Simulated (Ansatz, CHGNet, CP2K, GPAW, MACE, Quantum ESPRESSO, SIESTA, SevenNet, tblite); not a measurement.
## tblite on LaAg(100)/Pb(100) interface (59 atoms): settings against a plane-wave reference

How near does tblite come to plane waves for LaAg(100)/Pb(100) interface (59 atoms)?

Calculated with tblite 0.8.0; the method is named at each step.

**1. Starting point**

The cell holds 59 atoms: 16 La, 16 Ag and 27 Pb. Cell: a = 10.568 Å, b = 10.568 Å, c = 25.354 Å, α = 90.0°, β = 90.0°, γ = 90.0°. CsCl-type LaAg(100), 2 repeat layers, 8 surface cells, strained -0.63 and -0.63 %; fcc Pb(100), 3 layers, 9 cells, +0.64 and +0.64 %; outer planes 2.76 Å apart, 12 Å of vacuum above; not relaxed, displaced by a Gaussian of 0.02 Å. Then every atom was moved at random, 0.02 Å r.m.s. a Cartesian component. Regions: LaAg, 32 atoms (16 La and 16 Ag); Pb, 27 atoms (27 Pb). Vacuum lies along c.

The yardstick, on the same geometry:

* method: Kohn-Sham DFT, PBE, PAW, plane waves (Ansatz 0.2.0); cutoff 420 eV, Γ point, fermi-dirac smearing of 0.05 eV; PAW set soft_2
* r.m.s. force component: 0.2566 eV/Å
* longest force: 0.8593 eV/Å
* SCF cycles: 15
* time: 88 s on 4 threads of Arm Neoverse V1, shared host
* CPU time: 5.7 min

**2. GFN1-xTB**

Method: GFN1-xTB tight binding, diagonalisation.

run.py reads:

```python
import numpy as np
from ase.io import read
from tblite.ase import TBLite

atoms = read("structure.xyz")
atoms.calc = TBLite(method="GFN1-xTB", electronic_temperature=580, accuracy=1.0, max_iterations=250, mixer_damping=0.1, verbosity=1)
energy = atoms.get_potential_energy()
forces = atoms.get_forces()
print(f"energy {energy:.6f} eV")
print("forces (eV/A)")
for i, (a, f) in enumerate(zip(atoms, forces)):
    print(f"{i:4d} {a.symbol:2s} {f[0]:10.5f} {f[1]:10.5f} {f[2]:10.5f}")
print("charges (e)")
print(np.array2string(atoms.get_charges(), precision=4, suppress_small=True, max_line_width=110, threshold=100000))
```

structure.xyz reads:

```xyz
59
Lattice="10.56770 0.00000 0.00000 0.00000 10.56770 0.00000 0.00000 0.00000 25.35352" Properties=species:S:1:pos:R:3 pbc="T T T"
La 7.90337 7.96075 5.98901
Ag 7.88298 5.26895 7.87556
La 7.91648 7.90517 9.79178
Ag 7.96815 5.26567 11.71865
La 2.62068 7.92440 6.01132
Ag 2.67310 5.28987 7.89509
La 2.66771 7.93423 9.78367
Ag 2.64615 5.31185 11.71586
La 5.29547 5.27117 5.98521
Ag 5.29516 2.65957 7.97343
La 5.28079 5.30108 9.74082
Ag 5.26779 2.65228 11.72828
La 7.89006 2.64203 5.97659
Ag 7.94469 0.04206 7.81472
La 7.89164 2.59701 9.80167
Ag 7.91246 10.56104 11.64183
La 10.51296 5.28861 6.02197
Ag 0.02124 2.62597 7.88368
La 0.01173 5.24242 9.78494
Ag 10.56379 2.62375 11.67859
La 2.62850 2.72287 6.01411
Ag 2.66221 10.54509 7.80407
La 2.67352 2.61603 9.82550
Ag 2.63992 10.52860 11.68823
La 5.26462 10.54804 6.05898
Ag 5.27392 7.90802 7.87810
La 5.26197 0.02124 9.78570
Ag 5.30213 7.89217 11.69254
La 10.55206 0.01427 6.02146
Ag 10.54265 7.90094 7.93743
La 10.53409 10.55333 9.80700
Ag 0.01173 7.90823 11.63397
Pb 1.42949 8.34859 14.44846
Pb 3.18215 10.11583 16.85984
Pb 1.36366 8.33580 19.37820
Pb 1.38088 1.29930 14.44644
Pb 3.12159 3.00778 16.85198
Pb 1.39029 1.29423 19.35462
Pb 1.37570 4.80640 14.42387
Pb 3.17316 6.58695 16.88773
Pb 1.38838 4.83007 19.37922
Pb 4.89464 8.35165 14.41576
Pb 6.67128 10.12333 16.92500
Pb 4.90014 8.29818 19.36324
Pb 4.90732 1.33037 14.38736
Pb 6.65776 3.07731 16.86592
Pb 4.89390 1.30881 19.33789
Pb 4.89052 4.81169 14.45252
Pb 6.67931 6.60206 16.87581
Pb 4.92782 4.84666 19.35183
Pb 8.43556 8.35134 14.41880
Pb 10.17183 10.12174 16.88975
Pb 8.42764 8.32481 19.33713
Pb 8.40206 1.29740 14.43807
Pb 10.17817 3.06506 16.94604
Pb 8.44158 1.29380 19.37871
Pb 8.42774 4.82310 14.38559
Pb 10.15239 6.56666 16.88189
Pb 8.41992 4.88650 19.39772
```

Started as:

```sh
$ OMP_NUM_THREADS=1 python run.py > output.txt
```

Log:

```text
------------------------------------------------------------
  cycle        total energy    energy error   density error
------------------------------------------------------------
      1     -116.4088351560  -1.1597363E+02   7.3394905E-01
      2     -32.29378476069   8.4115050E+01   2.0580744E+00
      3     -28.45125298651   3.8425318E+00   2.1818248E+00
      4     -10.35997724137   1.8091276E+01   2.2907851E+00
      5     -107.9684079367  -9.7608431E+01   1.1506460E+00
      6     -95.99751650687   1.1970891E+01   1.0189170E+00
      7     -220.2828190395  -1.2428530E+02   1.9666567E+00
      8     -182.0282324024   3.8254587E+01   1.5750412E+00
      9     -197.2459432791  -1.5217711E+01   1.4587353E+00
     10     -197.0214438526   2.2449943E-01   1.4071934E+00
     11     -101.8128410965   9.5208603E+01   5.2854501E-01
     12     -107.0977425453  -5.2849014E+00   4.7422474E-01
     13     -105.4583599674   1.6393826E+00   4.6641287E-01
     14     -106.3346106213  -8.7625065E-01   4.4362034E-01
     15     -107.5560074508  -1.2213968E+00   4.2175157E-01
     16     -107.9969679386  -4.4096049E-01   4.1598930E-01
     17     -108.2214559472  -2.2448801E-01   3.9916428E-01
     18     -108.7377584950  -5.1630255E-01   3.8827519E-01
     19     -110.3323996383  -1.5946411E+00   3.8469063E-01
     20     -109.8768487909   4.5555085E-01   3.6750859E-01
     21     -109.8737517766   3.0970142E-03   3.6262289E-01
     22     -111.0017421215  -1.1279903E+00   3.4648376E-01
     23     -110.8622834300   1.3945869E-01   3.4085406E-01
     24     -111.4381579771  -5.7587455E-01   3.3612105E-01
[...]
62     -118.6030961905  -7.2307077E-07   7.7090064E-05
     63     -118.6030964125  -2.2207182E-07   4.9724834E-05
     64     -118.6030964117   8.6967589E-10   5.8334811E-05
     65     -118.6030964872  -7.5511139E-08   4.8477660E-05
     66     -118.6030965059  -1.8755145E-08   4.9915849E-05
     67     -118.6030965346  -2.8640073E-08   2.8948308E-05
     68     -118.6030965348  -2.3439384E-10   2.2614269E-05
     69     -118.6030965406  -5.7732024E-09   8.2697533E-06
------------------------------------------------------------
 total:                                   3.353 sec
energy -3227.354644 eV
forces (eV/A)
   0 La    0.01079   -0.01689   -0.26064
   1 Ag    0.00949   -0.00172   -0.10508
   2 La   -0.00973    0.00864    0.81341
   3 Ag   -0.04258    0.03213   -0.71708
   4 La   -0.02160   -0.02682   -0.27173
   5 Ag   -0.03896   -0.01944   -0.09773
   6 La   -0.01677   -0.00537    0.79767
   7 Ag   -0.03735   -0.03849    0.01394
   8 La    0.00439   -0.01172   -0.31806
   9 Ag    0.00093   -0.00325   -0.12328
  10 La    0.01157   -0.00172    0.86392
  11 Ag   -0.04510    0.01127   -0.01716
  12 La    0.00109    0.02293   -0.27145
  13 Ag   -0.01224   -0.00068   -0.06366
  14 La    0.03134    0.04773    0.79354
  15 Ag    0.04251    0.05055    0.13416
  16 La    0.01315   -0.00933   -0.25546
  17 Ag   -0.00330   -0.00842   -0.08520
  18 La   -0.00541    0.00092    0.78961
  19 Ag    0.04521   -0.05426    0.02849
  20 La    0.01996   -0.00939   -0.24197
  21 Ag   -0.02612    0.04590   -0.07971
  22 La   -0.03990    0.00817    0.75478
  23 Ag   -0.10538    0.05876    0.05301
[...]
51 Pb    0.02510   -0.13051   -0.36931
  52 Pb    0.00141   -0.01961   -1.39136
  53 Pb   -0.03229   -0.04322    1.04956
  54 Pb   -0.01893   -0.01176    0.31513
  55 Pb    0.02160    0.13110   -1.48118
  56 Pb    0.14135   -0.15569    1.80802
  57 Pb    0.12014    0.12815   -0.08135
  58 Pb   -0.02020   -0.08680   -1.43954
charges (e)
[ 0.0289 -0.1398  0.1886 -0.175   0.0351 -0.1422  0.1881 -0.1687  0.0292 -0.1422  0.1812 -0.1674  0.0316
 -0.1426  0.1856 -0.1717  0.0314 -0.1447  0.1899 -0.1642  0.0349 -0.1456  0.1834 -0.1651  0.0283 -0.1414
  0.178  -0.1767  0.0366 -0.1415  0.1866 -0.1699  0.0814 -0.0258  0.0128  0.0774 -0.007   0.0376  0.0769
 -0.0232  0.0168  0.0617 -0.0218  0.0355  0.0768 -0.022   0.0301  0.1017 -0.0165  0.0099  0.1095 -0.0129
  0.013   0.0788 -0.0364  0.026   0.0649 -0.0211  0.0372]
```

Elapsed: 4 s, on 1 thread of Arm Neoverse V1, shared host; peak memory 0.16 GiB.

Banners, paths, timers and routine set-up lines are dropped from the logs unmarked, and long logs keep their key lines alone; longer cuts are marked.

Numbers from this run, and their distance from the reference:

```yaml
r_m_s_force_component: 0.4738 eV/Å
r_m_s_difference_of_force_components: 301.1 meV/Å
longest_difference_of_force_vectors: 1118 meV/Å
force_difference_over_r_m_s_force: 117.3 %
slope_of_forces_against_the_reference_s: 1.516
correlation_of_force_components: 0.8212
```

Length of the force difference by element (eV/Å):

```
element  atoms  mean  most
     Ag     16  0.17  0.34
     La     16  0.17  0.30
     Pb     27  0.68   1.1
```

The surroundings of La19, whose charge lies farthest from its element's mean, nearest first, numbered as they follow in the input and with coordinates relative to it.

```
atom      x      y      z  distance (Å)  bonds  Mulliken charge (e)     Fx     Fy  Fz (eV/Å)
La19   0.00   0.00   0.00          0.00     13                 0.19  -0.01   0.00       0.79
Ag20  -0.02  -2.62   1.89          3.23     13                -0.16   0.05  -0.05       0.03
Ag18   0.01  -2.62  -1.90          3.23     13                -0.14   0.00  -0.01      -0.09
Ag30  -0.04   2.66  -1.85          3.24     13                -0.14   0.02   0.02      -0.08
Ag32   0.00   2.67   1.85          3.24     12                -0.17   0.10   0.05       0.13
 Ag4  -2.61   0.02   1.93          3.25     12                -0.17  -0.04   0.03      -0.72
 Ag6   2.66   0.05  -1.89          3.26     13                -0.14  -0.04  -0.02      -0.10
 Ag8   2.63   0.07   1.93          3.27     12                -0.17  -0.04  -0.04       0.01
 Ag2  -2.70   0.03  -1.91          3.30     13                -0.14   0.01   0.00      -0.11
La23   2.66  -2.63   0.04          3.74     13                 0.18  -0.04   0.01       0.75
La17  -0.07   0.05  -3.76          3.76      9                 0.03   0.01  -0.01      -0.26
 La3  -2.66   2.66   0.01          3.77     13                 0.19  -0.01   0.01       0.81
La15  -2.69  -2.65   0.02          3.77     13                 0.19   0.03   0.05       0.79
 La7   2.66   2.69   0.00          3.78     13                 0.19  -0.02  -0.01       0.80
```

Atoms are counted from 1 here, from 0 in the log.

Forces lie 117 % from the reference's, at 0.012 times its CPU time (on 1 against 4 cores); the SCF took 69 steps, which the time reflects.

The difference per atom is largest on Pb (0.68 eV/Å on average, against 0.17 on Ag).

**3. Results**

- force difference from the reference: tblite GFN1-xTB, 117 %
- its CPU time: 4 s

Tight binding differs by 117 % (tblite GFN1-xTB); it is another model, with fitted parameters of its own, and the xTB methods hold dispersion. One electronic-structure run takes under half the reference's CPU time: tblite GFN1-xTB, at 117 % in 4 s against 5.7 min, too far off to be of use. Periodic xTB results under one method name differ between programs and library versions. The host structure and its lattice constant were typed by rule, without a check against the phase diagram. The electronic-structure runs sample only Γ, in a cell whose shortest periodic width is 11 Å, which is coarse for a cell with partly filled levels. Spin–orbit coupling is left out, which matters for the levels of the heavy elements.

[Also dropped from logs without a mark: logging warnings of Python, and SIESTA's first energy breakdown and zero terms.]

[Logs are printed without paths, hosts, clocks, repeated set-up lines and the standing remarks that a program may print on its own settings, such as how far it seeks lower states.]

[Hosts, paths, dates, database ids (printed as entryN), source tags and the programs' standing remarks are cut or masked in the printed files.]
